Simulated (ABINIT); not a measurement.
The system is AgBr.

```
Ag Br
1.0
     0.00000    2.87015    2.87015
     2.87015    0.00000    2.87015
     2.87015    2.87015    0.00000
Ag Br
1 1
Direct
  0.00000 0.00000 0.00000
  0.50000 0.50000 0.50000
```

Base run:

```yaml
Program: ABINIT 10.8.3 (patched build)
Functional: RPBE
Potentials_or_basis: JTH PAW PBE v2.0
Cutoff: 463 eV
k_mesh: 8 × 8 × 8
Occupations: fermi-dirac, width 0.05 eV
Spin: no spin polarisation
```

Its results: band gap on the k mesh 0.83 eV, indirect (least direct gap 2.77 eV); pressure 5.2 GPa.

**Question.** After a change of settings the same cell gave: band gap on the k mesh 0.72 eV, indirect (least direct gap 2.61 eV); pressure 6.1 GPa. Which change was it?
A. functional from RPBE to BLYP
B. functional from RPBE to WC
C. functional from RPBE to WC; spin from no spin polarisation to spin-orbit coupling, no magnetisation
D. functional from RPBE to BP86

**Answer.** A.

Caveats: the PAW data sets were made with another functional, which shifts forces and pressure a little.

Runs at the PBE level aren't shown here.
